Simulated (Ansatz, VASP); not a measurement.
# One calculation of K, two programs

The input POSCAR:

```
K
1.0
   -2.6975585167      2.6975585167      2.6975585167
    2.6975585167     -2.6975585167      2.6975585167
    2.6975585167      2.6975585167     -2.6975585167
K
1
Direct
    0.0000000000      0.0000000000      0.0000000000
```

Contents of INCAR.step1:

```
PREC = Accurate
ENCUT = 600
ISMEAR = -1
SIGMA = 0.05
LREAL = False
LASPH = True
NELM = 60
GGA = PE
ALGO = Normal
EDIFF = 1E-4
LWAVE = True
LCHARG = False
```

INCAR.step2

```
PREC = Accurate
ENCUT = 600
EDIFF = 1E-7
ISMEAR = -1
SIGMA = 0.05
LREAL = False
LASPH = True
NELM = 60
ALGO = Normal
ISIF = 3
LWAVE = False
LCHARG = False
METAGGA = R2SCAN
LMIXTAU = True
IBRION = 2
NSW = 60
EDIFFG = -0.01
ISTART = 1
```

The input KPOINTS:

```
regular mesh
0
Gamma
  7 7 7
```

File input.yaml:

```yaml
crystal:
  lattice:
    - [-2.6975585167, 2.6975585167, 2.6975585167]
    - [2.6975585167, -2.6975585167, 2.6975585167]
    - [2.6975585167, 2.6975585167, -2.6975585167]
  atoms:
    - { symbol: K, position: [0.0, 0.0, 0.0] }
hamiltonian:
  xc: r2scan
  pseudopotentials: { kind: paw }
kpoints:
  mp_grid: { grid: [7, 7, 7] }
scf:
  occupations: { method: fermi_dirac, width: 0.05 }
output:
  forces: true
  stress: true
  eigenvalues: true
relax:
  f_tol: 0.01
  max_steps: 40
  cell: { stress_tol: 0.05 }
```

Alike in both runs: task relaxation of cell and atoms; functional r2SCAN; k mesh 7 × 7 × 7; occupations fermi-dirac, width 0.05 eV; no spin polarisation.

|  | VASP | Ansatz |
| --- | --- | --- |
| version | VASP 6.6.1 | Ansatz 0.2.0 |
| potentials or method | VASP PAW PBE potentials, release 64 (K_sv) | Ansatz PAW |
| plane-wave cutoff (eV) | 600 | 500 |
| valence electrons in the cell | 9 | 9 |

```csv
,VASP,Ansatz,Ansatz less VASP
"gap on the k mesh at the Fermi level, each at its own relaxed structure (eV)",none,none,-
relaxed volume (Å³/atom),76.40,76.33,-0.073
relaxed cell length with the largest relative difference (Å),4.630,4.628,-0.0015
```

A gap of «none» marks a metal or a gap that the smearing closes.

Caveats: the PAW data sets were made with another functional, which shifts forces and pressure a little (VASP); the plane-wave basis is chosen anew once the cell has moved, so the energies of steps on either side of that aren't comparable (Ansatz); the PAW data sets come from PBE, with cores solved anew for the run's functional, which leaves a small shift of forces and pressure (Ansatz).
